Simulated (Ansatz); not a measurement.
Crystal: TePb.

```
CELL_PARAMETERS angstrom
4.00229 0.00000 0.00000
0.00000 4.00229 0.00000
0.00000 0.00000 4.00229
ATOMIC_POSITIONS crystal
Pb 0.00000 0.00000 0.00000
Te 0.50000 0.50000 0.50000
```

Measurements of this composition are mostly on another form, of space group No. 225.

| Quantity | Value |
| --- | --- |
| Program | Ansatz 0.2.0 |
| Task | relaxation of cell and atoms |
| Functional | PBE |
| Dispersion | D3(BJ) |
| Potentials or basis | all-electron LAPW, scalar-relativistic |
| Basis error allowed | 0.001 eV/atom |
| k mesh | 7 × 7 × 7 |
| Occupations | fermi-dirac, width 0.05 eV |
| Spin | no spin polarisation |

At the start: volume 32.05 Å³/atom.

How do energy, volume and symmetry change on relaxing?

Over 5 steps the energy falls by 9.7 meV/atom and the volume is 30.44 Å³/atom (-5.0 %); space group Pm-3m (No. 221, to 0.05 Å).

The path:
```tsv
step	energy change (eV)	largest force (eV/Å)	volume (Å³)
1	0.0000	0.0000	64.11
2	-0.0182	0.0000	61.63
3	-0.0191	0.0000	60.55
4	-0.0194	0.0000	60.89
5	-0.0194	0.0000	60.89
```

Final structure:
```
Pb Te
1.0
     3.93412    0.00000    0.00000
     0.00000    3.93412    0.00000
     0.00000    0.00000    3.93412
Pb Te
1 1
Direct
  0.00000 0.00000 0.00000
  0.50000 0.50000 0.50000
```
